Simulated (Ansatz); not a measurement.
Relaxing KI

Method: DFT PBE, scalar-relativistic, plane waves, PAW in Ansatz 0.2.0. Cutoff 420 eV, Γ-centred k mesh, Gaussian smearing, no spin polarisation in the final step.

KI was placed on the FeSi (B20) structure type (P2_13, No. 198), with K in place of Fe, I in place of Si, at a guessed volume.

```
CELL_PARAMETERS angstrom
6.99265 0.00000 0.00000
0.00000 6.99265 0.00000
0.00000 0.00000 6.99265
ATOMIC_POSITIONS crystal
K 0.13400 0.13400 0.13400
K 0.36600 0.86600 0.63400
K 0.63400 0.36600 0.86600
K 0.86600 0.63400 0.36600
I 0.84450 0.84450 0.84450
I 0.65550 0.15550 0.34450
I 0.34450 0.65550 0.15550
I 0.15550 0.34450 0.65550
```

Cell and atoms relax at zero pressure; the relaxation can't lower the symmetry of the start.

Formation energies are uncorrected and refer to the elements' standard structures at the same level.

**Question.** What does it relax into?

**Answer.** It ends in Fm-3m (No. 225). The result has the rock salt structure. Conventional cell: a = 7.182 Å. Around K lie 6 I at 3.59 Å; I has 6 K at 3.59 Å.

```xyz
2
Lattice="0.0000 3.5909 3.5909 3.5909 0.0000 3.5909 3.5909 3.5909 0.0000" Properties=species:S:1:pos:R:3 pbc="T T T"
K     0.0000    0.0000    0.0000
I     3.5909    3.5909    3.5909
```

**Question.** What are its volume, energy, density and gap?

**Answer.** The volume per atom is 46.30 Å³. The density is 2.98 g/cm³, the energy over the elements is -1.503 eV/atom and the gap on the 4×4×4 mesh is 3.86 eV.

The final run used a 4×4×4 mesh on its 8-atom cell and 0.02 eV smearing. Spin–orbit coupling is left out. A structure relaxed within its symmetry needn't be a true minimum. The steps took roughly 7 core-minutes in all.